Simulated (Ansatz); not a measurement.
Something may be wrong with this Ansatz 0.2.0 calculation of SrO.

File input.yaml:

```yaml
crystal:
  lattice:
    - [0.0, 2.5663, 2.5663]
    - [2.5663, 0.0, 2.5663]
    - [2.5663, 2.5663, 0.0]
  atoms:
    - { symbol: Sr, position_ang: [2.5663, 2.5663, 2.5663] }
    - { symbol: O, position_ang: [0.0, 0.0, 0.0] }
hamiltonian:
  xc: r2scan
  pseudopotentials: { kind: paw_fr }
  dispersion: rvv10
magnetization:
  noncollinear: true
  spin_orbit: true
kpoints:
  mp_grid: { grid: [9, 9, 9] }
scf:
  occupations: { method: tetrahedron }
  n_extra_bands: 12
  convergence: { dr2_threshold: -1.0e-06 }
  max_iter: 80
output:
  optics: { e_range: [0, 14], sigma: 0.1, nscf_kmesh: { grid: [12, 12, 12] } }
```

Potentials or basis: Ansatz PAW.

The run is started by

```bash
$ ansatz run input.yaml --threads 1 --pin off --max-ram 2560MiB --backend cpu --events-out ev --progress --plain --runs-dir out
```

Output:

```text
Error: invalid value for `scf.convergence.dr2_threshold`: must be finite and > 0; got -0.000001 eV
```

Problem. What happened, and what is wrong with the input?

Solution. The program refused the input. The input holds a flaw that was put in on purpose: a threshold that can't be met (scf.convergence.dr2_threshold = -1e-06).
